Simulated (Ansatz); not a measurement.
**P: a sweep of the PAW cutoff**

The task here is to estimate one member of a computed series from the others.

Method: DFT, PBE, PAW with Ansatz's default frozen-core files, scalar-relativistic, in Ansatz 0.2.0.

1 further run of the same task is left out (set aside as unsound or not needed).

## The system as given

The structure is cubic, space group Im-3m (No. 229). Conventional cell: a = 3.055 Å, b = 3.055 Å, c = 3.055 Å, α = 90.00°, β = 90.00°, γ = 90.00°. P (site symmetry m-3m) is surrounded by 8 P at 2.65 Å.

As a file:

```
CELL_PARAMETERS angstrom
-1.52737 1.52737 1.52737
1.52737 -1.52737 1.52737
1.52737 1.52737 -1.52737
ATOMIC_POSITIONS crystal
P 0.00000 0.00000 0.00000
```

The cell was relaxed by PAW from a hypothetical start (bcc type); it needn't be the stable phase of this composition.

The first run:

File input.yaml:

```yaml
crystal:
  lattice:
    - [-1.5273685236, 1.5273685236, 1.5273685236]
    - [1.5273685236, -1.5273685236, 1.5273685236]
    - [1.5273685236, 1.5273685236, -1.5273685236]
  atoms:
    - { symbol: P, position: [0.0, 0.0, 0.0] }
kpoints:
  mp_grid: { grid: [16, 16, 16] }
scf:
  occupations: { method: fermi_dirac, width: 0.03 }
hamiltonian:
  xc: pbe
  pseudopotentials: { kind: paw }
output:
  forces: true
  stress: true
  eigenvalues: true
  efg: { contact_densities: true }
basis:
  ecutwfc: 200
```

Among the steps run: With PAW files, cutoff 200 eV; With PAW files, cutoff 250 eV; With PAW files, cutoff 300 eV; With PAW files, cutoff 500 eV; With PAW files, cutoff 800 eV.

One table of the session follows, with a row left open; its other results are not shown here.

```
cutoff (eV)  pressure (GPa)
        200            0.38
        250               ?
        300            0.06
        500            0.02
        800            0.02
```

Estimate the missing values for cutoff (eV) = 250.

Worked estimate for «pressure (GPa)». A straight line through the neighbours (200, 0.38) and (300, 0.06) gives 0.38 + (0.06 − 0.38) × (250 − 200) / (300 − 200) = 0.22; a parabola fitted to 3 rows on both sides gives 0.20.

The run gave: pressure (GPa): 0.61. In «pressure (GPa)» the line misses by -0.39 and the parabola by -0.41. Between these rows the values bend or scatter more than so simple an estimate can follow.

Energies are those extrapolated to zero smearing.

Caveats from the session: Warnings in the runs' records: cutoff below recommended.
